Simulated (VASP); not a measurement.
The system is KCl (Sylvite).

```
K Cl
1.0
     0.00000    3.14647    3.14647
     3.14647    0.00000    3.14647
     3.14647    3.14647    0.00000
K Cl
1 1
Direct
  0.00000 0.00000 0.00000
  0.50000 0.50000 0.50000
```

Base run:

* Program: VASP 6.6.1
* Functional: HSE06
* Potentials or basis: VASP PAW PBE potentials, release 64 (K_sv, Cl)
* Cutoff: 520 eV
* k mesh: 6 × 6 × 6
* Occupations: gaussian, width 0.02 eV
* Spin: no spin polarisation

Its results: band gap on the k mesh 6.52 eV, direct; pressure 0.5 GPa.

The run is repeated on the same cell with these changes: functional from HSE06 to HSE03. What comes out?

Band gap on the k mesh 6.25 eV, direct; pressure 0.5 GPa.

Caveats: the PAW data sets were made with another functional, which shifts forces and pressure a little.
